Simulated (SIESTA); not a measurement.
Crystal: CdSe (Cadmoselite).

```
Cd Se
1.0
     4.30000    0.00000    0.00000
    -2.15000    3.72391    0.00000
     0.00000    0.00000    7.02000
Cd Se
2 2
Direct
  0.66667 0.33333 0.50000
  0.33333 0.66667 0.00000
  0.66667 0.33333 0.88500
  0.33333 0.66667 0.38500
```

| Property | Result |
| --- | --- |
| Program | SIESTA 5.4.2 |
| Task | relaxation of cell and atoms |
| Functional | PBE |
| Potentials or basis | PseudoDojo 0.4 standard (PBE files) |
| Basis | DZP (energy shift 0.002 Ry) |
| Grid cutoff | 1200 Ry |
| Energy shift | 0.002 Ry |
| k mesh | 5 × 5 × 3 |
| Occupations | fermi-dirac, width 0.05 eV |
| Spin | no spin polarisation |

At the start: pressure 4.0 GPa; volume 28.10 Å³/atom.

Question: Where does the relaxation end?

Answer: Over 6 steps the energy falls by 28.5 meV/atom and the volume is 30.10 Å³/atom (+7.1 %); space group P6_3mc (No. 186, to 0.05 Å).

Step by step:
```csv
step,energy change (eV),largest force (eV/Å),pressure (GPa),volume (Å³)
1,0.0000,0.3378,3.96,112.41
2,-0.0280,0.2549,3.47,113.18
3,-0.0953,0.0879,1.57,116.81
4,-0.0773,0.2309,2.04,115.88
5,-0.1138,0.0251,0.17,120.08
6,-0.1141,0.0068,0.04,120.41
```

Final structure:
```yaml
crystal:
  lattice:
    - [4.40996, -0.00005, 0.00000]
    - [-2.20503, 3.81911, 0.00000]
    - [0.00000, 0.00000, 7.14944]
  atoms:
    - { symbol: Cd, position: [0.66666, 0.33333, 0.50396] }
    - { symbol: Cd, position: [0.33333, 0.66666, 0.00396] }
    - { symbol: Se, position: [0.66666, 0.33334, 0.88103] }
    - { symbol: Se, position: [0.33334, 0.66666, 0.38103] }
```

Caveat: semicore shells carry a single zeta, which can move pressures by several GPa and volumes by a few percent; the basis of atomic orbitals isn't converged, which shifts pressures, moduli and gaps.
